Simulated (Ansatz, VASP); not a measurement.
**Au in VASP and in Ansatz**

```
CELL_PARAMETERS angstrom
1.42988 -2.58957 0.00000
1.42988 2.58957 0.00000
0.00000 0.00000 4.95756
ATOMIC_POSITIONS crystal
Au 0.33467 0.66533 0.25000
Au 0.66533 0.33467 0.75000
```

Change from the starting cell: volume scaled by 1.04.

Alike in both runs: task single point; functional LDA; k mesh 11 × 11 × 6; occupations fermi-dirac, width 0.05 eV; no spin polarisation.

```csv
,VASP,Ansatz
version,VASP 6.6.1,Ansatz 0.2.0
potentials or method,"VASP PAW LDA potentials, release 64 (Au), cutoff 520 eV","all-electron LAPW, scalar-relativistic"
```

Ansatz gave:

| Item | Value |
| --- | --- |
| gap on the k mesh at the Fermi level (eV) | none |
| pressure (GPa) | -14.3 |
| largest component of the traceless stress (GPa) | 1.58 |

Question: Estimate VASP's values.

Answer: gap on the k mesh at the Fermi level (eV): none; pressure (GPa): -13.9; largest component of the traceless stress (GPa): 1.68.

A gap of «none» marks a metal or a gap that the smearing closes. Ansatz ran all-electron here, so the differences hold the error of VASP's frozen core and of both bases.

The runs have no spin-orbit coupling, so splittings on Au are missing.
